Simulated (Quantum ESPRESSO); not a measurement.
# PbS (P-6m2) in Quantum ESPRESSO: convergence with density cutoff

Aim: find how far density cutoff must go before the results for PbS settle, at PBEsol. This setting moves, with any that are tied to it; all else stays.

Program: Quantum ESPRESSO 7.5. These are calculated values, not measurements. Logs are shortened: lines on timing, memory, paths and dates and some standing lists are left out, and cuts for length are marked.

### Step 1. The crystal as given

It takes space group P-6m2 (No. 187, hexagonal). Conventional cell: a = 4.090 Å, b = 4.090 Å, c = 3.788 Å, α = 90.00°, β = 90.00°, γ = 120.00°. Around Pb (site symmetry -6m2) lie 6 S at 3.03 Å. Around S (site symmetry -6m2) lie 6 Pb at 3.03 Å.

Measurements of this composition are mostly on another form, of space group No. 225.

### Step 2. With density cutoff 180 Ry

File pw.in:

```
&CONTROL
  calculation = 'scf'
  prefix = 'pwscf'
  outdir = './tmp'
  pseudo_dir = './pseudo'
  tprnfor = .true.
  tstress = .true.
  disk_io = 'nowf'
/
&SYSTEM
  ibrav = 0
  nat = 2
  ntyp = 2
  ecutwfc = 45
  ecutrho = 180
  nbnd = 16
  occupations = 'smearing'
  smearing = 'mp'
  degauss = 0.00734986
/
&ELECTRONS
  conv_thr = 4d-10
  electron_maxstep = 120
  mixing_beta = 0.5
/
ATOMIC_SPECIES
Pb   207.2000 pb_pbesol_v1.uspp.F.UPF
S     32.0600 s_pbesol_v1.4.uspp.F.UPF
CELL_PARAMETERS angstrom
   4.0896976867    0.0000000000    0.0000000000
  -2.0448488433    3.5417820905    0.0000000000
   0.0000000000    0.0000000000    3.7881670000
ATOMIC_POSITIONS crystal
Pb     0.0000000000    0.0000000000    0.0000000000
S      0.6666666667    0.3333333333    0.5000000000
K_POINTS automatic
8 8 7 0 0 0
```

Potentials or basis: GBRV 1.5 PBEsol.

On the command line:

```
$ OMP_NUM_THREADS=1 pw.x -in pw.in > pw.out
```

pw.out:

```text
This program is part of the open-source Quantum ESPRESSO suite
     for quantum simulation of materials; please cite
[... 9 lines left out ...]
     --------------------
     sticks:   dense  smooth     PW     G-vecs:    dense   smooth      PW
     Sum         745     745    223                15199    15199    2471

     Using Slab Decomposition

     bravais-lattice index     =            0
     lattice parameter (alat)  =       7.7284  a.u.
     unit-cell volume          =     370.2873 (a.u.)^3
     number of atoms/cell      =            2
     number of atomic types    =            2
     number of electrons       =        20.00
     number of Kohn-Sham states=           16
     kinetic-energy cutoff     =      45.0000  Ry
     charge density cutoff     =     180.0000  Ry
     scf convergence threshold =      4.0E-10
     mixing beta               =       0.5000
     number of iterations used =            8  plain     mixing
     Exchange-correlation= SLA  PW   PSX  PSC
                           (   1   4  10   8   0   0   0)

     celldm(1)=   7.728409  celldm(2)=   0.000000  celldm(3)=   0.000000
     celldm(4)=   0.000000  celldm(5)=   0.000000  celldm(6)=   0.000000

     crystal axes: (cart. coord. in units of alat)
               a(1) = (   1.000000   0.000000   0.000000 )
               a(2) = (  -0.500000   0.866025   0.000000 )
               a(3) = (   0.000000   0.000000   0.926271 )

     reciprocal axes: (cart. coord. in units 2 pi/alat)
               b(1) = (  1.000000  0.577350 -0.000000 )
               b(2) = (  0.000000  1.154701  0.000000 )
               b(3) = (  0.000000 -0.000000  1.079598 )

     PseudoPot. # 1 for Pb read from file:
     pb_pbesol_v1.uspp.F.UPF
     Pseudo is Ultrasoft + core correction, Zval = 14.0
     Generated by new atomic code, or converted to UPF format
     Using radial grid of  899 points,  6 beta functions with:
                l(1) =   0
                l(2) =   0
                l(3) =   1
                l(4) =   1
                l(5) =   2
                l(6) =   2
     Q(r) pseudized with  6 coefficients,  rinner =    1.000   1.000   1.000
                                                       1.000   1.000

     PseudoPot. # 2 for S  read from file:
     s_pbesol_v1.4.uspp.F.UPF
     Pseudo is Ultrasoft + core correction, Zval =  6.0
     Generated by new atomic code, or converted to UPF format
     Using radial grid of  907 points,  6 beta functions with:
                l(1) =   0
                l(2) =   0
                l(3) =   1
                l(4) =   1
                l(5) =   2
                l(6) =   2
     Q(r) pseudized with  8 coefficients,  rinner =    1.300   1.300   1.300
                                                       1.300   1.300

     atomic species   valence    mass     pseudopotential
     Pb               14.00   207.20000     Pb( 1.00)
     S                 6.00    32.06000     S ( 1.00)

     12 Sym. Ops. (no inversion) found

   Cartesian axes

     site n.     atom                  positions (alat units)
         1        Pb     tau(   1) = (   0.0000000   0.0000000   0.0000000  )
         2        S      tau(   2) = (   0.5000000   0.2886751   0.4631353  )

     number of k points=    40  Methfessel-Paxton smearing, width (Ry)=  0.0073
                       cart. coord. in units 2pi/alat
        k(    1) = (   0.0000000   0.0000000   0.0000000), wk =   0.0044643
        k(    2) = (   0.0000000   0.0000000   0.1542283), wk =   0.0089286
        k(    3) = (   0.0000000   0.0000000   0.3084566), wk =   0.0089286
        k(    4) = (   0.0000000   0.0000000   0.4626849), wk =   0.0089286
        k(    5) = (   0.0000000   0.1443376   0.0000000), wk =   0.0267857
        k(    6) = (   0.0000000   0.1443376   0.1542283), wk =   0.0535714
[... 32 lines left out ...]
        k(   39) = (   0.2500000   0.5773503   0.3084566), wk =   0.0535714
        k(   40) = (   0.2500000   0.5773503   0.4626849), wk =   0.0535714

     Dense  grid:    15199 G-vectors     FFT dimensions: (  36,  36,  32)

     Check: negative core charge=   -0.000005

     Initial potential from superposition of free atoms

     starting charge      19.9979, renormalised to      20.0000

     negative rho (up, down):  1.544E-02 0.000E+00
     Starting wfcs are   13 randomized atomic wfcs +    3 random wfcs

     Self-consistent Calculation

     iteration #  1     ecut=    45.00 Ry     beta= 0.50
     Davidson diagonalization with overlap
     ethr =  1.00E-02,  avg # of iterations =  5.0

     Threshold (ethr) on eigenvalues was too large:
     Diagonalizing with lowered threshold

     Davidson diagonalization with overlap
     ethr =  7.22E-04,  avg # of iterations =  1.2

     negative rho (up, down):  1.465E-02 0.000E+00

     total energy              =    -187.91536760 Ry
     estimated scf accuracy    <       0.14194424 Ry

     iteration #  2     ecut=    45.00 Ry     beta= 0.50
     Davidson diagonalization with overlap
     ethr =  7.10E-04,  avg # of iterations =  2.1
[... 72 lines left out ...]
     iteration #  8     ecut=    45.00 Ry     beta= 0.50
     Davidson diagonalization with overlap
     ethr =  8.21E-11,  avg # of iterations =  5.2

     negative rho (up, down):  1.489E-02 0.000E+00

     End of self-consistent calculation

          k = 0.0000 0.0000 0.0000 (  1917 PWs)   bands (ev):

    -9.1086  -9.0870  -9.0870  -8.9865  -8.9865  -5.4290   1.2487   5.5640
     6.0535   6.0535  11.1263  11.1263  12.8692  14.1763  14.5999  15.7855

          k = 0.0000 0.0000 0.1542 (  1881 PWs)   bands (ev):

    -9.0856  -9.0854  -9.0854  -8.9952  -8.9952  -5.2760   0.7739   5.8023
     6.1545   6.1545  11.2172  11.2172  12.3175  14.4726  14.8624  15.7902
[... 63 lines left out ...]
    -9.1065  -9.0683  -9.0298  -9.0227  -8.9993  -4.1110  -0.1407   3.9003
     5.7792   6.0257   9.1419  11.0793  12.0082  14.9156  15.7695  16.7948

          k = 0.0000 0.4330 0.4627 (  1891 PWs)   bands (ev):

    -9.1070  -9.0906  -9.0409  -9.0270  -8.9569  -3.8162  -0.0681   3.7474
     4.6857   6.2714   9.9862  10.1323  11.0985  15.2109  15.7704  17.5558

          k = 0.0000-0.5774 0.0000 (  1894 PWs)   bands (ev):

    -9.1238  -9.0688  -9.0224  -9.0193  -8.9936  -4.3182  -0.7766   5.0245
     5.8835   6.5618   9.6030  11.5967  12.9565  13.0051  15.7698  18.5780

          k = 0.0000-0.5774 0.1542 (  1900 PWs)   bands (ev):

    -9.1191  -9.0485  -9.0351  -9.0217  -9.0032  -4.2104  -0.6162   4.9543
     5.2047   6.7727   8.8500  12.0860  12.2969  13.9438  15.7666  17.2163

          k = 0.0000-0.5774 0.3085 (  1876 PWs)   bands (ev):

    -9.1124  -9.0756  -9.0260  -9.0189  -8.9930  -3.9459  -0.1933   3.8453
     5.5808   5.6875   8.9892  10.9982  12.0935  15.3321  15.7677  16.7135

          k = 0.0000-0.5774 0.4627 (  1894 PWs)   bands (ev):

    -9.1184  -9.0941  -9.0426  -9.0181  -8.9502  -3.7039   0.2319   3.4254
     4.1235   6.2177   9.8816   9.9590  11.0480  15.7653  15.8222  17.9605

          k = 0.1250 0.2165 0.0000 (  1903 PWs)   bands (ev):

    -9.0981  -9.0958  -9.0618  -8.9991  -8.9898  -5.0752   0.5173   5.3935
     5.9055   6.2695   9.9654  11.8418  13.0408  13.5123  15.7636  16.5400

          k = 0.1250 0.2165 0.1542 (  1891 PWs)   bands (ev):
[... 86 lines left out ...]
    -9.0942  -9.0601  -9.0399  -9.0370  -8.9947  -3.8373  -0.1735   4.2479
     4.6446   5.4350   9.0786  11.3512  12.3883  15.1138  15.7693  17.7831

          k = 0.2500 0.5774 0.4627 (  1879 PWs)   bands (ev):

    -9.1126  -9.0660  -9.0575  -9.0375  -8.9511  -3.6290   0.4219   3.6457
     4.0317   5.3425   7.7658  11.6510  13.1442  15.2945  15.7683  18.1507

     the Fermi energy is     7.6956 ev

!    total energy              =    -187.95969584 Ry
     estimated scf accuracy    <          3.5E-10 Ry
     smearing contrib. (-TS)   =      -0.00000574 Ry
     internal energy E=F+TS    =    -187.95969011 Ry

     The total energy is F=E-TS. E is the sum of the following terms:
     one-electron contribution =     -40.78277274 Ry
     hartree contribution      =      32.93201446 Ry
     xc contribution           =     -71.33516085 Ry
     ewald contribution        =    -108.77377098 Ry

     convergence has been achieved in   8 iterations

     negative rho (up, down):  1.489E-02 0.000E+00

     Forces acting on atoms (cartesian axes, Ry/au):

     atom    1 type  1   force =     0.00000000    0.00000000    0.00000000
     atom    2 type  2   force =    -0.00000000   -0.00000000    0.00000000

     Total force =     0.000000     Total SCF correction =     0.000000

     Computing stress (Cartesian axis) and pressure

     negative rho (up, down):  1.489E-02 0.000E+00
          total   stress  (Ry/bohr**3)                   (kbar)     P=      -28.55
  -0.00018380   0.00000000   0.00000000          -27.04        0.00        0.00
   0.00000000  -0.00018380   0.00000000            0.00      -27.04        0.00
   0.00000000   0.00000000  -0.00021464            0.00        0.00      -31.58

=------------------------------------------------------------------------------=
   JOB DONE.
=------------------------------------------------------------------------------=
```

It took 19 s on 1 thread of Arm Neoverse V2, shared host; peak memory 0.1 GiB.

Results:

```yaml
Free_energy: -2557.3219 eV
Pressure: -2.9 GPa
Band_gap_on_the_k_mesh: 0.13 eV, indirect (least direct gap 1.59 eV)
```

### Step 3. With density cutoff 225 Ry

pw.in, as its differences from that of step 2:

```diff
@@ -14,3 +14,3 @@
   ecutwfc = 45
-  ecutrho = 180
+  ecutrho = 225
   nbnd = 16
```

Potentials or basis: GBRV 1.5 PBEsol.

On the command line:

```
$ OMP_NUM_THREADS=1 pw.x -in pw.in > pw.out
```

Wall time 23 s (1 thread of Arm Neoverse V2, shared host); peak memory 0.12 GiB.

What came out:

* Free energy: -2557.3218 eV
* Pressure: -2.9 GPa
* Band gap on the k mesh: 0.13 eV, indirect (least direct gap 1.59 eV)

### Step 4. With density cutoff 270 Ry

pw.in, as its differences from that of step 3:

```diff
@@ -14,3 +14,3 @@
   ecutwfc = 45
-  ecutrho = 225
+  ecutrho = 270
   nbnd = 16
```

On the command line:

```
$ OMP_NUM_THREADS=1 pw.x -in pw.in > pw.out
```

It took 22 s on 1 thread of Arm Neoverse V2, shared host; peak memory 0.14 GiB.

What came out:

| Property | Result |
| --- | --- |
| Free energy | -2557.3215 eV |
| Pressure | -2.9 GPa |
| Band gap on the k mesh | 0.13 eV, indirect (least direct gap 1.59 eV) |

### Step 5. With density cutoff 315 Ry

pw.in, as its differences from that of step 4:

```diff
@@ -14,3 +14,3 @@
   ecutwfc = 45
-  ecutrho = 270
+  ecutrho = 315
   nbnd = 16
```

On the command line:

```
$ OMP_NUM_THREADS=1 pw.x -in pw.in > pw.out
```

Run time: 23 s. Hardware: 1 thread of Arm Neoverse V2, shared host; peak memory 0.17 GiB.

What came out:

| Item | Value |
| --- | --- |
| Free energy | -2557.3215 eV |
| Pressure | -2.9 GPa |
| Band gap on the k mesh | 0.13 eV, indirect (least direct gap 1.59 eV) |

### Step 6. With density cutoff 360 Ry

pw.in, as its differences from that of step 5:

```diff
@@ -14,3 +14,3 @@
   ecutwfc = 45
-  ecutrho = 315
+  ecutrho = 360
   nbnd = 16
```

Potentials or basis: GBRV 1.5 PBEsol.

On the command line:

```
$ OMP_NUM_THREADS=1 pw.x -in pw.in > pw.out
```

Run time: 24 s. Hardware: 1 thread of Arm Neoverse V2, shared host; peak memory 0.2 GiB.

Results (log left out):

| Property | Result |
| --- | --- |
| Free energy | -2557.3215 eV |
| Pressure | -2.9 GPa |
| Band gap on the k mesh | 0.13 eV, indirect (least direct gap 1.59 eV) |

### Step 7. With density cutoff 450 Ry

pw.in, as its differences from that of step 6:

```diff
@@ -14,3 +14,3 @@
   ecutwfc = 45
-  ecutrho = 360
+  ecutrho = 450
   nbnd = 16
```

On the command line:

```
$ OMP_NUM_THREADS=1 pw.x -in pw.in > pw.out
```

It took 27 s on 1 thread of Arm Neoverse V2, shared host; peak memory 0.25 GiB.

Results (log left out):

```
Free energy            : -2557.3215 eV
Pressure               : -2.9 GPa
Band gap on the k mesh : 0.13 eV, indirect (least direct gap 1.59 eV)
```

### Step 8. With density cutoff 540 Ry

pw.in, as its differences from that of step 7:

```diff
@@ -14,3 +14,3 @@
   ecutwfc = 45
-  ecutrho = 450
+  ecutrho = 540
   nbnd = 16
```

On the command line:

```
$ OMP_NUM_THREADS=1 pw.x -in pw.in > pw.out
```

Run time: 33 s. Hardware: 1 thread of Arm Neoverse V2, shared host; peak memory 0.32 GiB.

Results (log left out):

- Free energy: -2557.3215 eV
- Pressure: -2.9 GPa
- Band gap on the k mesh: 0.13 eV, indirect (least direct gap 1.59 eV)

### Step 9. With density cutoff 720 Ry

pw.in, as its differences from that of step 8:

```diff
@@ -14,3 +14,3 @@
   ecutwfc = 45
-  ecutrho = 540
+  ecutrho = 720
   nbnd = 16
```

Potentials or basis: GBRV 1.5 PBEsol.

On the command line:

```
$ OMP_NUM_THREADS=1 pw.x -in pw.in > pw.out
```

Wall time 37 s (1 thread of Arm Neoverse V2, shared host); peak memory 0.47 GiB.

The run converged. Its results:

```
Free energy            : -2557.3215 eV
Pressure               : -2.9 GPa
Band gap on the k mesh : 0.13 eV, indirect (least direct gap 1.59 eV)
```

### Step 10. Result

| density cutoff | energy less the tightest run, at zero smearing (meV/atom) | SCF cycles | CPU time (s) | peak memory (GiB) |
| --- | --- | --- | --- | --- |
| 180 Ry | -0.23 | 8 | 19 | 0.1 |
| 225 Ry | -0.14 | 9 | 23 | 0.12 |
| 270 Ry | -0.02 | 8 | 22 | 0.14 |
| 315 Ry | -0.02 | 8 | 23 | 0.17 |
| 360 Ry | -0.02 | 8 | 24 | 0.2 |
| 450 Ry | 0.01 | 8 | 27 | 0.25 |
| 540 Ry | 0.00 | 9 | 33 | 0.32 |
| 720 Ry | 0.00 | 8 | 37 | 0.47 |

Against the tightest run, the energy stays within 1 meV/atom from 180 Ry on. The tightest run that finished is the yardstick and may itself not be fully converged.

Caveats: this smearing can shift energies of a crystal with a gap; spin-orbit coupling is left out, which as a rule narrows the gap of such compounds by several tenths of an eV; an odd mesh through Γ misses points on the zone boundary, where band edges often lie.
